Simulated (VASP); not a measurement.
# BN (Qingsongite) (F-43m) in VASP: settings compared, part 2 of 2

VASP 6.6.1. Earlier steps stand in the parts before.

## (6) Single point, HSE06

Contents of POSCAR:

```
BN
1.0
    0.0000000000      1.8048245542      1.8048245542
    1.8048245542      0.0000000000      1.8048245542
    1.8048245542      1.8048245542      0.0000000000
B N
1 1
Direct
    0.0000000000      0.0000000000      0.0000000000
    0.2500000000      0.2500000000      0.2500000000
```

Contents of INCAR.step1:

```
SYSTEM = BN
ALGO = Normal
EDIFF = 1E-5
ENCUT = 520
GGA = PE
GGA_COMPAT = .FALSE.
ISIF = 2
ISMEAR = 0
LASPH = .TRUE.
LREAL = .FALSE.
LWAVE = .TRUE.
NBANDS = 11
NELM = 120
PREC = Accurate
SIGMA = 0.01
```

Contents of INCAR.step2:

```
SYSTEM = BN
ALGO = Normal
EDIFF = 1E-6
ENCUT = 520
GGA = PE
GGA_COMPAT = .FALSE.
HFSCREEN = 0.2079
ISIF = 2
ISMEAR = 0
ISTART = 1
LASPH = .TRUE.
LCHARG = .TRUE.
LELF = .TRUE.
LHFCALC = .TRUE.
LREAL = .FALSE.
LVHAR = .TRUE.
LWAVE = .FALSE.
NBANDS = 11
NELM = 120
PREC = Accurate
PRECFOCK = Normal
SIGMA = 0.01
```

Contents of KPOINTS:

```
k-points
0
G
  4 4 4
  0 0 0
```

Potentials or basis: VASP PAW PBE potentials, release 64 (B, N).

Started as:

```
$ cat potpaw_PBE.64/B/POTCAR potpaw_PBE.64/N/POTCAR > POTCAR
$ cp INCAR.step1 INCAR
$ mpirun -np 1 vasp_std > vasp.out
$ cp INCAR.step2 INCAR
$ mpirun -np 1 vasp_std > vasp.out
```

OUTCAR:

```text
SYSTEM = BN
   EDIFF = 1E-6
   ENCUT = 520
   GGA = PE
   HFSCREEN = 0.2079
   ISIF = 2
   ISMEAR = 0
   ISTART = 1
   LASPH = .TRUE.
   LHFCALC = .TRUE.
   LREAL = .FALSE.
   NELM = 120
   PREC = Accurate
   PRECFOCK = Normal

 ion  position               nearest neighbor table
   1  0.000  0.000  0.000-   2 1.56   2 1.56   2 1.56   2 1.56
   2  0.250  0.250  0.250-   1 1.56   1 1.56   1 1.56   1 1.56

  LATTYP: Found a face centered cubic cell.
 ALAT       =     3.6096491084

  Lattice vectors:

 A1 = (   0.0000000000,   1.8048245542,   1.8048245542)
 A2 = (   1.8048245542,   0.0000000000,   1.8048245542)
 A3 = (   1.8048245542,   1.8048245542,   0.0000000000)

Analysis of symmetry for initial positions (statically):
=====================================================================
 Subroutine PRICEL returns:
 Original cell was already a primitive cell.

 Routine SETGRP: Setting up the symmetry group for a
 face centered cubic supercell.

 Subroutine GETGRP returns: Found 24 space group operations
 (whereof 24 operations were pure point group operations)
 out of a pool of 48 trial point group operations.

The static configuration has the point symmetry T_d .
[... 163 lines left out ...]
      2       6.6038      2.00000
      3       6.6038      2.00000
      4       6.6038      2.00000
      5      17.1934      0.00000
      6      17.1934      0.00000
      7      17.1934      0.00000
      8      18.8462      0.00000
      9      33.4254      0.00000
     10      36.4206      0.00000
     11      36.4206      0.00000
[... 85 lines left out ...]
 k-point     8 :      -0.2500    0.5000    0.2500
  band No.  band energies     occupation
      1      -9.1692      2.00000
      2      -1.7424      2.00000
      3      -0.9521      2.00000
      4      -0.3948      2.00000
      5      17.8680      0.00000
      6      22.0337      0.00000
      7      22.9144      0.00000
      8      23.5405      0.00000
      9      28.4459      0.00000
     10      34.7006      0.00000
     11      38.3873      0.00000

------------------------ aborting loop because EDIFF is reached ----------------------------------------

  FORCE on cell =-STRESS in cart. coord.  units (eV):
  Direction    XX          YY          ZZ          XY          YZ          ZX
  --------------------------------------------------------------------------------------
  -------------------------------------------------------------------------------------
  Total       -0.2552688     -0.2552688     -0.2552688     -0.0000000      0.0000000     -0.0000000
  in kB      -34.7835001    -34.7835001    -34.7835001     -0.0000000      0.0000000     -0.0000000
  external PRESSURE =     -34.7835001 kB  Pullay stress =       0.0000000 kB

 VOLUME and BASIS-vectors are now :
 -----------------------------------------------------------------------------
  energy-cutoff  :      520.00
  volume of cell :       11.76
      direct lattice vectors                 reciprocal lattice vectors
     0.000000000  1.804824554  1.804824554    -0.277035238  0.277035238  0.277035238
     1.804824554  0.000000000  1.804824554     0.277035238 -0.277035238  0.277035238
     1.804824554  1.804824554  0.000000000     0.277035238  0.277035238 -0.277035238

 POSITION                                       TOTAL-FORCE (eV/Angst)
 -----------------------------------------------------------------------------------
      0.00000      0.00000      0.00000        -0.000000     -0.000000     -0.000000
      0.90241      0.90241      0.90241         0.000000      0.000000      0.000000
 -----------------------------------------------------------------------------------
    total drift:                               -0.000002     -0.000002     -0.000002

  FREE ENERGIE OF THE ION-ELECTRON SYSTEM (eV)
  ---------------------------------------------------
  free  energy   TOTEN  =       -20.2642214872 eV

  energy  without entropy=      -20.2642214872  energy(sigma->0) =      -20.26422149
```

OUTCAR.step1:

```text
SYSTEM = BN
   EDIFF = 1E-5
   ENCUT = 520
   GGA = PE
   ISIF = 2
   ISMEAR = 0
[... 316 lines left out ...]
      0.00000      0.00000      0.00000         0.000000     -0.000000      0.000000
      0.90241      0.90241      0.90241        -0.000000      0.000000     -0.000000
 -----------------------------------------------------------------------------------
    total drift:                                0.000000      0.000000      0.000000

  FREE ENERGIE OF THE ION-ELECTRON SYSTEM (eV)
  ---------------------------------------------------
  free  energy   TOTEN  =       -17.3736388434 eV

  energy  without entropy=      -17.3736388434  energy(sigma->0) =      -17.37363884
```

Run time: 47 s. Hardware: 1 thread of AMD EPYC 7R13, shared host; peak memory 0.19 GiB.

Results:

```yaml
Free_energy: -20.2642 eV
Pressure: -3.5 GPa
Band_gap_on_the_k_mesh: 5.80 eV, indirect (least direct gap 10.59 eV)
```

Caveat: the k points lie up to 0.75 Å⁻¹ apart; the PAW data sets were made with another functional, which shifts forces and pressure a little. A k mesh can miss the band edges.

## (7) Single point, HSE06

POSCAR is that of step 6.

Contents of INCAR.step1:

```
ALGO = Normal
EDIFF = 1E-5
ENCUT = 520
GGA = PE
GGA_COMPAT = False
ISIF = 2
ISMEAR = 0
LASPH = True
LCHARG = False
LREAL = False
LWAVE = True
NBANDS = 11
NELM = 120
PREC = Accurate
SIGMA = 0.01
```

Contents of INCAR.step2:

```
ALGO = Normal
EDIFF = 1E-6
ENCUT = 520
GGA = PE
GGA_COMPAT = False
HFSCREEN = 0.2079
ISIF = 2
ISMEAR = 0
ISTART = 1
LASPH = True
LCHARG = False
LHFCALC = True
LREAL = False
LWAVE = False
NBANDS = 11
NELM = 120
PREC = Accurate
PRECFOCK = Normal
SIGMA = 0.01
```

Contents of KPOINTS:

```
k-points
0
Gamma
  4 4 4
```

Started as:

```
$ cat potpaw_PBE.64/B/POTCAR potpaw_PBE.64/N/POTCAR > POTCAR
$ cp INCAR.step1 INCAR
$ mpirun -np 1 vasp_std > vasp.out
$ cp INCAR.step2 INCAR
$ mpirun -np 1 vasp_std > vasp.out
```

It took 47 s on 1 thread of AMD EPYC 7R13, shared host; peak memory 0.19 GiB.

Results (log left out):

```yaml
Free_energy: -20.2642 eV
Pressure: -3.5 GPa
Band_gap_on_the_k_mesh: 5.80 eV, indirect (least direct gap 10.59 eV)
```

Levels at points of the mesh, in eV from the valence-band top:
```
           k point  band 1  band 2  band 3  band 4  band 5  band 6  band 7  band 8
(0.00, 0.00, 0.00)  -22.14    0.00    0.00    0.00   10.59   10.59   10.59   12.24
(0.50, 0.00, 0.00)  -17.59  -11.66   -2.11   -2.11   11.93   12.55   12.55   17.44
(0.50, 0.50, 0.00)  -16.10   -9.78   -5.34   -5.34    5.80   10.77   20.54   20.54
```

Caveat: the k points lie up to 0.75 Å⁻¹ apart; the PAW data sets were made with another functional, which shifts forces and pressure a little. A k mesh can miss the band edges.

## (8) Overview

| level | potentials or basis | k mesh | cutoff (eV) | smearing | grid for exact exchange (PRECFOCK) | screening parameter | gap on the mesh (eV) | pressure (GPa) |
| --- | --- | --- | --- | --- | --- | --- | --- | --- |
| r2SCAN | VASP PAW PBE potentials, release 64 (B, N) | 4 × 4 × 4 | 660 | gaussian 0.01 eV | - | - | 4.96 | 1.9 |
| LDA | VASP PAW LDA potentials, release 64 (B, N) | 8 × 8 × 8 | 600 | gaussian 0.01 eV | - | - | 4.35 | -8.7 |
| r2SCAN | VASP PAW PBE potentials, release 64 (B, N) | 8 × 8 × 8 | 660 | methfessel-paxton 0.5 eV | - | - | 4.98 | 1.2 |
| r2SCAN | VASP PAW PBE potentials, release 64 (B, N) | 8 × 8 × 8 | 660 | gaussian 0.01 eV | - | - | 4.98 | 1.2 |
| HSE06 | VASP PAW PBE potentials, release 64 (B, N) | 4 × 4 × 4 | 520 | gaussian 0.01 eV | Normal | 0.2079 1/Å | 5.80 | -3.5 |

Alike in all rows: task single point; no spin polarisation; cell as given.

Caveats: some runs use coarse meshes; the PAW data sets were made with another functional, which shifts forces and pressure a little (some runs).

Total energies depend on the potentials used, so only differences within one code and one set of settings carry meaning.

## (9) How close it comes

Step 4. Measured gap of BN: 6.4 eV (indirect; 300 K; a printed reference work, monograph). This calculation gives 4.98 eV (-1.42 eV). The value is that of r2SCAN on a finite k mesh, which can miss the band edges, without temperature or zero-point motion.

Step 5. A measured gap of BN is 6.4 eV (indirect; 300 K; a printed reference work, monograph); the calculated 4.98 eV misses it by -1.42 eV. The value is that of r2SCAN on a finite k mesh, which can miss the band edges, without temperature or zero-point motion.
